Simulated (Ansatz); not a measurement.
**Sn: LAPW beside PAW**

Does the method matter for Sn? The same cell, functional and mesh are run with full-potential LAPW, PAW with frozen cores and datasets made for this crystal.

Method: DFT PBE, scalar-relativistic, in Ansatz 0.2.0.

## 1. The system as given

The structure is tetragonal, space group I4_1/amd (No. 141). Conventional cell: a = 5.832 Å, b = 5.832 Å, c = 3.181 Å, α = 90.00°, β = 90.00°, γ = 90.00°. Around Sn (site symmetry -4m2) lie 6 Sn at 3.02 to 3.18 Å.

Structure file:

```cif
data_structure
_symmetry_space_group_name_H-M 'I4_1/amd:1'
_symmetry_Int_Tables_number 141
_cell_length_a 5.8317
_cell_length_b 5.8317
_cell_length_c 3.1813
_cell_angle_alpha 90.000
_cell_angle_beta 90.000
_cell_angle_gamma 90.000
_cell_volume 108.19
loop_
_atom_site_label
_atom_site_type_symbol
_atom_site_symmetry_multiplicity
_atom_site_Wyckoff_symbol
_atom_site_fract_x
_atom_site_fract_y
_atom_site_fract_z
_atom_site_occupancy
Sn1 Sn 4 a 0.00000 0.00000 0.00000 1
```

The file gives the conventional cell by its symmetry; the runs use the cell typed in the input.

The cell is a deposited one (Crystallography Open Database entry 1534488); the temperature and pressure of the measurement aren't taken into account, and nothing was relaxed.

Atoms are numbered in the order of the input: Sn1, Sn2.

## 2. Full-potential LAPW

input.yaml reads:

```yaml
crystal:
  lattice:
    - [-2.91585, 2.91585, 1.59065]
    - [2.91585, -2.91585, 1.59065]
    - [2.91585, 2.91585, -1.59065]
  atoms:
    - { symbol: Sn, position: [0.0, 0.0, 0.0] }
    - { symbol: Sn, position: [0.75, 0.25, 0.5] }
kpoints:
  mp_grid: { grid: [15, 15, 15] }
  band_path:
    path:
      - [0.0, 0.0, 0.0]
      - [0.0, 0.0, 0.5]
      - [-0.5, 0.5, 0.5]
      - [0.0, 0.0, 0.0]
      - [0.3243975974, 0.3243975974, -0.3243975974]
      - [-0.3243975974, 0.6756024026, 0.3243975974]
      - [-0.5, 0.5, 0.5]
      - [0.0, 0.0, 0.5]
      - [0.25, 0.25, 0.25]
    npoints: 8
scf:
  occupations: { method: fermi_dirac, width: 0.05 }
hamiltonian:
  xc: pbe
  pseudopotentials: { kind: all_electron, lapw: { basis_error: 0.0005 } }
output:
  forces: true
  stress: true
  eigenvalues: true
  populations: true
  dos: { projected: true, de: 0.2, e_range: [-14, 8] }
```

The log of the run:

```text
Sn: projections on atomic orbitals take those of the free atom 1s2 2s2 2p6 3s2 3p6 3d10 4s2 4p6 4d10 5s2 5p2, of charge +0.00 (hamiltonian.pseudopotentials.projection_atoms)
LAPW: plane waves up to 7.750 Å⁻¹, error target 5.0e-4 eV per atom; small_component_spin mean_spin; Sn in spheres of 1.511 Å, 22 of its electrons in bands, Dirac shells []
Engine: ansatz 0.2.0
Pseudopotentials: kind: all_electron
Pseudopotential: Sn, LAPW, valence charge 22, Koelling and Harmon's equation, gaussian nucleus
Functional definition: PBE
  parameter kappa = 0.804
  parameter beta = 0.06672455060314922
  exchange = pbe_x(kappa = kappa, mu = beta*pi^2/3)
  correlation = pbe_c(beta = beta)
Crystal: 2 atoms, lattice volume = 54.096 Å³
Basis set: ecut = 228.83586029000355 eV, 419 PW (Γ), FFT grids on a1+a2, a2, a3, exchange–correlation at level 2
Bands: 27, of which v1, the nominal top of the filled ones, is band 22 counted from 1 (21 counted from 0)
Symmetry: 16 space group operations
Space group: I41/amd (ITA 141), of the structure as read, at distance tolerance 3.8e-5 Å
k-points: 288 of 3375
Non-local potential: Sn, projectors of the file, none
Initial density: superposition of atomic densities (chi_scale 0.1, normalization cell)
Initial wavefunctions: plane waves of lowest kinetic energy (no species holds an atomic orbital)
Functional: x = pbe(κ = 0.804, μ = 0.2195149727645171), c = pbe(β = 0.06672455060314922)
iter 1 solved again at ethr=7.96e-5 eV; its pass at ethr=1.00e-1 eV (dr2=3.50e-2 eV) is discarded
SCF iter   1: F=—  HF=-336178.785691 eV  |F-HF|=—  |Δ(HF+E_count)|=         —  Δρ=9.75e-3  dr2=3.52e-2  ethr=7.96e-5  ⟨swp⟩=3.0  Hψ=53307  notcnv=0
preconditioner: auto → Kerker (q_TF=auto, 2.636 Å⁻¹)  [metal: Δε(μ)=0.008 eV  Ē_g=20.851 eV  σ=0.050 eV  W_gap=0.04  n_scr=16 (ndim 8)  ℏωp=26.7 eV  f_vac=0.000  D(μ)=0.89/eV (n_scr^D=4)]
SCF iter   2: F=—  HF=-336178.765851 eV  |F-HF|=—  |Δ(HF+E_count)|=   1.98e-2  Δρ=6.52e-3  dr2=1.83e-2  ethr=7.96e-5  ⟨swp⟩=2.0  Hψ=23373  notcnv=0
SCF iter   3: F=—  HF=-336178.767798 eV  |F-HF|=—  |Δ(HF+E_count)|=   1.95e-3  Δρ=3.54e-3  dr2=6.09e-3  ethr=4.17e-5  ⟨swp⟩=2.0  Hψ=22772  notcnv=0
SCF iter   4: F=—  HF=-336178.769114 eV  |F-HF|=—  |Δ(HF+E_count)|=   1.32e-3  Δρ=1.24e-3  dr2=9.63e-4  ethr=1.38e-5  ⟨swp⟩=2.0  Hψ=22740  notcnv=0
iter 5 solved again at ethr=9.64e-8 eV; its pass at ethr=2.19e-6 eV (dr2=4.24e-5 eV) is discarded
SCF iter   5: F=—  HF=-336178.769269 eV  |F-HF|=—  |Δ(HF+E_count)|=   1.55e-4  Δρ=2.28e-4  dr2=4.26e-5  ethr=9.64e-8  ⟨swp⟩=2.0  Hψ=38643  notcnv=0
SCF iter   6: F=—  HF=-336178.769276 eV  |F-HF|=—  |Δ(HF+E_count)|=   7.17e-6  Δρ=9.65e-5  dr2=7.78e-6  ethr=9.64e-8  ⟨swp⟩=2.0  Hψ=22725  notcnv=0
SCF iter   7: F=—  HF=-336178.769279 eV  |F-HF|=—  |Δ(HF+E_count)|=   3.18e-6  Δρ=2.29e-5  dr2=3.89e-7  ethr=1.77e-8  ⟨swp⟩=3.0  Hψ=23764  notcnv=0
SCF iter   8: F=-336178.769279 eV  HF=-336178.769279 eV  |F-HF|=1.05e-8  |Δ(HF+E_count)|=   5.27e-8  Δρ=6.20e-6  dr2=1.48e-8  ethr=8.84e-10  ⟨swp⟩=2.0  Hψ=22725  notcnv=0
SCF 1 converged in 8 iterations: F = -336178.769279 eV  dr2 = 1.48e-8
NSCF: frozen V_eff on 65 k-points
SCF converged after 8 iterations
Free energy (F): -336178.769279 eV
Harris-Foulkes:  -336178.769279 eV  (|F-HF|=1.05e-8)
Internal energy: -336178.761803 eV  (E = F + TS)
E sigma→0 (E₀):  -336178.765541 eV
Entropy (-TS):   -0.007476 eV (-3.738 meV/atom)
Fermi energy:    13.749881 eV
--- Per-component energies (eV) ---
  E_band       = -1399.891037
  E_kinetic    = 353568.837558
  E_xc         = -8995.857416
  E_electrostatic = -680751.741945  (all electrons and nuclei)
  E_smearing   = -0.007476  (= −TS)
  E_closure    = 0.000000  (closes the sum)
  E_atoms      = -336171.220692  (free atoms, spherical and without spin; not in F)
  Σ components = -336178.769279   (vs F -336178.769279, Δ=0.00e0)
  Basis errors (estimates in eV, not in F): energy 1.7e-4 per atom: plane waves 1.6e-4 (8.4e-5 summed), levels above the bands 1.0e-59, relativity 1.2e-8, radial functions 1.3e-5, core shells 3.8e-9; eigenvalues (radial functions only) 6.1e-7; not estimated: angular momenta, meshes, grids; target (lapw.basis_error) 5.0e-4; muffin-tin radii Sn 1.511 Å
--- Forces (eV/Å), atoms counted from 1 ---
  atom   1  Sn     0.00000000     0.00000000     0.00000000
  atom   2  Sn    -0.00000000    -0.00000000     0.00000000
  max |Σ_I F_I| component: 4.34e-19 eV/Å
--- Stress (GPa, compression-positive) ---
        2.989138      -0.000000       0.000000
       -0.000000       2.989138      -0.000000
        0.000000      -0.000000       1.971481
  P = ⅓ Tr σ = 2.6499 GPa (26.499 kbar)
--- Band table (eV; the first three rows and the last of 288) ---
  k-point 0: bands = ["-115.6533", "-115.6524", "-71.4461", "-71.4458", "-71.4351", "-71.4351", "-71.4276", "-71.4276", "-7.9208", "-7.8324", "-7.7939", "-7.7772", "-7.6290", "-7.6290", "-7.6179", "-7.6179", "-7.5304", "-7.4194", "2.5904", "10.1408", "11.7664", "11.7664", "16.7199", "20.0056", "20.0056", "20.5967", "20.6980"]
  k-point 1: bands = ["-115.6533", "-115.6524", "-71.4461", "-71.4458", "-71.4350", "-71.4350", "-71.4277", "-71.4277", "-7.9171", "-7.8331", "-7.7908", "-7.7797", "-7.6308", "-7.6268", "-7.6169", "-7.6165", "-7.5326", "-7.4232", "2.6306", "9.7549", "11.8143", "12.0735", "16.9088", "19.5714", "19.7671", "20.6377", "20.6971"]
  k-point 2: bands = ["-115.6532", "-115.6525", "-71.4461", "-71.4458", "-71.4348", "-71.4348", "-71.4279", "-71.4279", "-7.9061", "-7.8350", "-7.7868", "-7.7812", "-7.6363", "-7.6209", "-7.6141", "-7.6124", "-7.5391", "-7.4343", "2.7513", "8.9964", "11.9577", "12.6086", "17.4622", "18.7813", "19.1843", "20.4813", "20.6475"]
  k-point 287: bands = ["-115.6528", "-115.6528", "-71.4459", "-71.4459", "-71.4357", "-71.4356", "-71.4271", "-71.4270", "-7.8463", "-7.8458", "-7.6629", "-7.6509", "-7.6437", "-7.6406", "-7.6256", "-7.6168", "-7.6130", "-7.6108", "6.0716", "6.2169", "8.9419", "9.0897", "18.7858", "18.7882", "22.9362", "23.1290", "25.9393"]
--- Löwdin populations: 2 sites ---
  site symbol       q [e]
     0     Sn     49.9775
     1     Sn     49.9775
  spilling = 0.000451 (of n_electrons = 100.000000)
```

Wall time 79 s (1 thread, shared host).

Result: pressure 2.65 GPa; no gap.

Levels at the path's labelled points, in eV from the Fermi level:

```csv
point,band 19,band 20,band 21,band 22,band 23,band 24,band 25
Γ,-11.16,-3.61,-1.98,-1.98,2.97,6.26,6.26
X,-8.91,-8.91,0.60,0.60,1.60,1.60,6.01
M,-7.55,-7.55,-4.83,-4.83,5.02,5.02,9.45
Γ,-11.16,-3.61,-1.98,-1.98,2.97,6.26,6.26
Z,-6.50,-5.58,-3.06,-2.94,-2.94,3.12,5.58
Z0,-6.50,-5.58,-3.06,-2.94,-2.94,3.12,5.58
M,-7.55,-7.55,-4.83,-4.83,5.02,5.02,9.45
X,-8.91,-8.91,0.60,0.60,1.60,1.60,6.01
P,-5.98,-5.98,-3.55,-3.55,3.59,3.59,3.98
```

States per cell, counted by energy window (eV from the Fermi level, on a grid of 0.20 eV):

```csv
from,to,total,Sn 5p,Sn 5s
-10,-9,0.45,0.16,0.28
-9,-8,0.60,0.22,0.38
-8,-7,0.84,0.26,0.58
-7,-6,0.78,0.22,0.56
-6,-5,0.58,0.21,0.37
-5,-4,0.43,0.21,0.21
-4,-3,0.78,0.62,0.15
-3,-2,0.92,0.78,0.14
-2,-1,1.24,1.11,0.11
-1,0,1.03,0.89,0.12
0,1,0.96,0.76,0.17
1,2,0.94,0.72,0.18
2,3,1.11,0.85,0.17
3,4,1.27,0.90,0.12
4,5,1.54,1.12,0.11
```

## 3. PAW with frozen cores

Changes to input.yaml since step 2:

```diff
@@ -26,3 +26,3 @@
   xc: pbe
-  pseudopotentials: { kind: all_electron, lapw: { basis_error: 0.0005 } }
+  pseudopotentials: { kind: paw }
 output:
@@ -31,3 +31,5 @@
   eigenvalues: true
+  efg: { contact_densities: true }
   populations: true
+  bader: true
   dos: { projected: true, de: 0.2, e_range: [-14, 8] }
```

The log of the run:

```text
Sn: output.efg is read without spin–orbit coupling, which moves field gradients at and beside such atoms by some per cent and up to a factor of two; PAW files take it under magnetization.noncollinear and magnetization.spin_orbit
Engine: ansatz 0.2.0
Pseudopotentials: kind: paw
Pseudopotential: Sn, paw, valence charge 14, recommended cutoff 420 eV (normal)
Functional definition: PBE
  parameter kappa = 0.804
  parameter beta = 0.06672455060314922
  exchange = pbe_x(kappa = kappa, mu = beta*pi^2/3)
  correlation = pbe_c(beta = beta)
Crystal: 2 atoms, lattice volume = 54.096 Å³
Basis set: ecut = 420 eV, 1061 PW (Γ), exchange–correlation on 60×60×60 points (8 copies of the dense FFT grid, shifted against one another)
Bands: 18, of which v1, the nominal top of the filled ones, is band 14 counted from 1 (13 counted from 0)
Symmetry: 16 space group operations
Space group: I41/amd (ITA 141), of the structure as read, at distance tolerance 3.8e-5 Å
k-points: 288 of 3375
Non-local potential: Sn, projectors of the file, l = 0: 2, l = 1: 2, l = 2: 2, l = 3: 2
PAW form: soft (Blöchl's): semilocal exchange-correlation on the pseudo side does not see the compensation charge
PAW one-centre angular grid: Sn, 590 points (default); XC on 64 Gauss nodes
Initial density: superposition of atomic densities (neutral atoms: chi_scale 0, normalization atom), corrected by the library's trained network
Initial wavefunctions: pseudopotential atomic-orbital guess
Functional: x = pbe(κ = 0.804, μ = 0.2195149727645171), c = pbe(β = 0.06672455060314922)
SCF iter   1: F=—  HF=-12048.324623 eV  |F-HF|=—  |Δ(HF+E_count)|=         —  Δρ=1.03e-3  dr2=2.95e-4  ethr=1.77e-3  ⟨swp⟩=6.0  Hψ=26528  notcnv=0
preconditioner: auto → Kerker (q_TF=auto, 2.445 Å⁻¹)  [metal: Δε(μ)=0.013 eV  Ē_g=20.281 eV  σ=0.050 eV  W_gap=0.06  n_scr=16 (ndim 8)  ℏωp=26.7 eV  f_vac=0.000  D(μ)=0.90/eV (n_scr^D=4)]
SCF iter   2: F=—  HF=-12048.323630 eV  |F-HF|=—  |Δ(HF+E_count)|=   9.93e-4  Δρ=6.50e-4  dr2=1.63e-4  ethr=1.05e-6  ⟨swp⟩=2.0  Hψ=11537  notcnv=0
SCF iter   3: F=—  HF=-12048.323625 eV  |F-HF|=—  |Δ(HF+E_count)|=   4.65e-6  Δρ=3.87e-4  dr2=5.82e-5  ethr=5.82e-7  ⟨swp⟩=2.0  Hψ=9221  notcnv=0
SCF iter   4: F=—  HF=-12048.323662 eV  |F-HF|=—  |Δ(HF+E_count)|=   3.69e-5  Δρ=1.55e-4  dr2=7.48e-6  ethr=2.08e-7  ⟨swp⟩=2.0  Hψ=9228  notcnv=0
SCF iter   5: F=—  HF=-12048.323657 eV  |F-HF|=—  |Δ(HF+E_count)|=   5.54e-6  Δρ=5.92e-5  dr2=1.11e-6  ethr=2.67e-8  ⟨swp⟩=2.0  Hψ=8061  notcnv=0
SCF iter   6: F=-12048.323656 eV  HF=-12048.323656 eV  |F-HF|=7.93e-9  |Δ(HF+E_count)|=   7.39e-7  Δρ=5.89e-6  dr2=1.11e-8  ethr=3.57e-10  ⟨swp⟩=3.5  Hψ=23875  notcnv=0
SCF 1 converged in 6 iterations: F = -12048.323656 eV  dr2 = 1.11e-8
NSCF: frozen V_eff on 65 k-points
SCF converged after 6 iterations
Free energy (F): -12048.323656 eV
Harris-Foulkes:  -12048.323656 eV  (|F-HF|=7.93e-9)
Internal energy: -12048.316180 eV  (E = F + TS)
E sigma→0 (E₀):  -12048.319918 eV
Entropy (-TS):   -0.007476 eV (-3.738 meV/atom)
Fermi energy:    10.794730 eV
--- Per-component energies (eV) ---
  E_band       = -162.723692
  E_kinetic    = 373.657718
  E_local      = -1695.105173  (includes V_loc(G=0)·N_el)
  E_nonlocal   = -64.696329
  E_hartree    = 1063.115250
  E_xc         = -765.407915
  E_vxc        = -192.487650  (∫ρ·V_xc dr)
  E_paw        = -8272.489968  (= ΣΔE_a)
  E_vpaw       = -710.319145  (= ΣTr[D̂ρ^β])
  E_aug_tail   = -0.000001  (compensation charges beyond the density's cutoff)
  E_ewald      = -2687.389761
  E_smearing   = -0.007476  (= −TS)
  E_closure    = -0.000000  (closes the sum)
  Σ components = -12048.323656   (vs F -12048.323656, Δ=0.00e0)
--- Forces (eV/Å), atoms counted from 1 ---
  atom   1  Sn     0.00000000    -0.00000000     0.00000000
  atom   2  Sn     0.00000000    -0.00000000     0.00000000
  max |Σ_I F_I| component: 2.78e-17 eV/Å
--- Stress (GPa, compression-positive) ---
        2.988236       0.000000       0.000000
        0.000000       2.988236       0.000000
        0.000000      -0.000000       1.970452
  P = ⅓ Tr σ = 2.6490 GPa (26.490 kbar)
--- PAW observables at the nuclei: V_zz in 10²¹ V/m², potentials from the cell's mean, atoms counted from 1 ---
  atom   1  Sn V_zz =    +4.563794   η = 0.0000   by run symmetry: allowed
            electrostatic potential = -8174.620789 V   contact ρ = 1236407.399696 e/Å³
  atom   2  Sn V_zz =    +4.563794   η = 0.0000   by run symmetry: allowed
            electrostatic potential = -8174.620789 V   contact ρ = 1236407.399696 e/Å³
--- Band table (eV; the first three rows and the last of 288) ---
  k-point 0: bands = ["-10.8721", "-10.7858", "-10.7451", "-10.7307", "-10.5817", "-10.5817", "-10.5706", "-10.5706", "-10.4813", "-10.3704", "-0.3648", "7.1855", "8.8114", "8.8114", "13.7655", "17.0523", "17.0523", "17.6423"]
  k-point 1: bands = ["-10.8684", "-10.7865", "-10.7419", "-10.7331", "-10.5835", "-10.5795", "-10.5696", "-10.5692", "-10.4835", "-10.3742", "-0.3246", "6.7995", "8.8593", "9.1185", "13.9544", "16.6175", "16.8135", "17.6831"]
  k-point 2: bands = ["-10.8574", "-10.7884", "-10.7401", "-10.7325", "-10.5889", "-10.5737", "-10.5668", "-10.5651", "-10.4901", "-10.3854", "-0.2039", "6.0411", "9.0027", "9.6534", "14.5079", "15.8271", "16.2305", "17.5268"]
  k-point 287: bands = ["-10.7992", "-10.7988", "-10.6147", "-10.6026", "-10.5948", "-10.5917", "-10.5782", "-10.5693", "-10.5657", "-10.5634", "3.1164", "3.2616", "5.9868", "6.1346", "15.8312", "15.8337", "19.9827", "20.1756"]
--- Löwdin populations: 2 sites ---
  site symbol       q [e]
     0     Sn     13.9699
     1     Sn     13.9699
  spilling = 0.002150 (of n_electrons = 28.000000)
--- Bader charges: 2 sites ---
  site symbol  charge [e]  shift [e]
     0     Sn      0.0000     0.0000
     1     Sn      0.0000     0.0000
  estimated error of the sums over rays = 1.1e-4 e
```

It took 25 s on 1 thread, shared host.

Result: pressure 2.65 GPa; no gap; Vzz Sn1 4.56 (η = 0.00) (10²¹ V/m²).

```csv
atom,Bader charge (e),basin volume (Å³)
Sn1,+0.00,27.05
```

## 4. Datasets made for this crystal

Changes to input.yaml since step 3:

```diff
@@ -26,3 +26,3 @@
   xc: pbe
-  pseudopotentials: { kind: paw }
+  pseudopotentials: { kind: all_electron, datasets: crystal }
 output:
@@ -32,4 +32 @@
   efg: { contact_densities: true }
-  populations: true
-  bader: true
-  dos: { projected: true, de: 0.2, e_range: [-14, 8] }
```

The log of the run (excerpt; [...] marks lines left out):

```text
[...]
band count auto-derived: 20 (N_el = 28.0; filled up to band 14; 18 by the electrons, moments and atoms)
Sn: output.efg is read without spin–orbit coupling, which moves field gradients at and beside such atoms by some per cent and up to a factor of two; PAW files take it under magnetization.noncollinear and magnetization.spin_orbit
[...]
Pseudopotentials: kind: all_electron
Pseudopotential: Sn, paw, valence charge 14, recommended cutoff 240 eV (normal), Koelling and Harmon's equation, gaussian nucleus
Functional definition: PBE
[...]
Crystal: 2 atoms, lattice volume = 54.096 Å³
Basis set: ecut = 240 eV, 453 PW (Γ), exchange–correlation on 48×48×48 points (8 copies of the dense FFT grid, shifted against one another)
Bands: 20, of which v1, the nominal top of the filled ones, is band 14 counted from 1 (13 counted from 0)
Symmetry: 16 space group operations
[...]
  atom   1  Sn     0.00000000     0.00000000     0.00000000
  atom   2  Sn     0.00000000     0.00000000     0.00000000
[...]
--- Stress (GPa, compression-positive) ---
        2.989994       0.000000      -0.000000
        0.000000       2.989994      -0.000000
        0.000000      -0.000000       1.971905
  P = ⅓ Tr σ = 2.6506 GPa (26.506 kbar)
--- PAW observables at the nuclei: V_zz in 10²¹ V/m², potentials from the cell's mean, atoms counted from 1 ---
  atom   1  Sn V_zz =    +4.603709   η = 0.0000   by run symmetry: allowed
            electrostatic potential = -8174.569861 V   contact ρ = 1236319.491598 e/Å³
  atom   2  Sn V_zz =    +4.603709   η = 0.0000   by run symmetry: allowed
            electrostatic potential = -8174.569861 V   contact ρ = 1236319.491598 e/Å³
--- Band table (eV; the first three rows and the last of 288) ---
  k-point 0: bands = ["-7.9211", "-7.8321", "-7.7941", "-7.7770", "-7.6288", "-7.6288", "-7.6178", "-7.6178", "-7.5305", "-7.4196", "2.5904", "10.1409", "11.7664", "11.7664", "16.7199", "20.0056", "20.0056", "20.5969"]
[...]
```

Run time: 37 s. Hardware: 1 thread, shared host.

In short: pressure 2.65 GPa; no gap; Vzz Sn1 4.60 (η = 0.00) (10²¹ V/m²).

```csv
atom,contact density (e/Å³)
Sn1,1236319
```

## 5. Side by side

| method | pressure (GPa) | Vzz Sn1 (10²¹ V/m²) | SCF cycles, all passes |
| --- | --- | --- | --- |
| LAPW | 2.65 | – | 8 |
| PAW | 2.65 | 4.56 | 6 |
| crystal datasets | 2.65 | 4.60 | 8 |

## 6. Outcome

| quantity | value |
| --- | --- |
| pressure | LAPW 2.65, PAW 2.65, crystal datasets 2.65 GPa |
| gap (LAPW) | none |
| Bader charges (PAW) | Sn1 +0.00 e |

The pressure of 2.6 GPa pushes the cell to expand, with the atoms held in place. There is no gap at this level; the crystal is a metal here. Sn 5p carries the largest share, 84 %, of the projected states within 0.3 eV of the Fermi level. The projection holds only the free atom's occupied shells (Sn 5s, Sn 5p in this range). The field gradient at Sn1, the largest by crystal datasets, is 4.56 by PAW and 4.60 by crystal datasets (10²¹ V/m²), within 5 %. Spin–orbit coupling is left out, which moves gradients at and beside heavy atoms by some per cent and at worst by a factor of two. PAW lies less than 0.01 GPa from LAPW in pressure. The price, with the outputs that each input asks for: 79 s for LAPW against 25 s for PAW, about 3 to one.
